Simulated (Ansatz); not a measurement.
**BaTe under compression and expansion**

```
Ba Te
1.0
     4.24236    0.00000    0.00000
     0.00000    4.24236    0.00000
     0.00000    0.00000    4.24236
Ba Te
1 1
Direct
  0.00000 0.00000 0.00000
  0.50000 0.50000 0.50000
```

The cell was built from the CsCl type and relaxed in the same program, and has space group Pm-3m; it needn't be a known or the stable phase.

No spin–orbit coupling, which matters for the heavy atoms here.

Methods: DFT, PBE, all-electron LAPW, scalar-relativistic (Ansatz 0.2.0); DFT, PBE, PAW with Ansatz's default frozen-core files, scalar-relativistic (Ansatz 0.2.0).

For LAPW: a Γ-centred 9×9×9 k mesh, Fermi–Dirac smearing of 0.05 eV, basis error target 1 meV/atom, no spin polarisation. PAW takes a cutoff of 420 eV at this cell. The Ansatz runs share mesh, smearing and spin set-up. Plane-wave (PAW) pressures include the program's estimate of the Pulay term.

The cell above is scaled evenly, with fractional coordinates and shape held.

```
V/V(cell)  V (Å³/atom)  P, LAPW (GPa)  P, PAW (GPa)  gap on the k mesh, LAPW (eV)
   0.9405       35.905           2.27          2.27                          0.79
   0.9800       37.413           0.71          0.70                          0.88
   1.0000       38.176           0.03          0.03                          0.92
   1.0200       38.940          -0.57         -0.58                          0.96
   1.0600       40.467          -1.61         -1.61                          1.03
```

Task: What do Birch–Murnaghan fits to the pressures give?

Result: LAPW: V0 = 38.22 Å³/atom, B0 = 32 GPa, B0′ = 4.3; PAW: V0 = 38.21 Å³/atom, B0 = 32 GPa, B0′ = 4.3.

PAW's V0 lies -0.02 % from the all-electron value and its B0 0.0 %. Symmetry fixes shape and coordinates here, so this is the relaxed modulus.
